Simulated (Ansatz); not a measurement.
The system is ZrN.

```
Zr N
1.0
     0.00000    2.30000    2.30000
     2.30000    0.00000    2.30000
     2.30000    2.30000    0.00000
Zr N
1 1
Direct
  0.50000 0.50000 0.50000
  0.00000 0.00000 0.00000
```

- Program: Ansatz 0.2.0
- Task: single point
- Functional: PBE
- Potentials or basis: Ansatz PAW
- Cutoff: 420 eV (not typed: the program's choice for these potentials)
- k mesh: 10 × 10 × 10
- Occupations: fermi-dirac, width 0.05 eV
- Spin: no spin polarisation

On this cell: pressure -0.8 GPa; largest force zero by symmetry; band gap on the k mesh none (metal or under the smearing width).

The same run follows on a disturbed copy (atoms moved at random, drawn with an rms of 0.05 Å):

```
CELL_PARAMETERS angstrom
0.00000 2.30000 2.30000
2.30000 0.00000 2.30000
2.30000 2.30000 0.00000
ATOMIC_POSITIONS crystal
Zr 0.49908 0.50418 0.49783
N 0.00043 0.99544 0.00642
```

**Question.** What does the disturbed cell give?

**Answer.** The energy (extrapolated to zero smearing) moves by +1.9 meV/atom; pressure -0.7 GPa; largest force 0.277 eV/Å; band gap on the k mesh none (metal or under the smearing width).

Forces in eV/Å, atoms in the order of the input:
```
Zr  -0.004  0.222 -0.165
N    0.004 -0.222  0.165
```

Stress tensor (GPa, compression positive):
```
-0.81  0.00  0.00
 0.00 -0.69  0.04
 0.00  0.04 -0.74
```
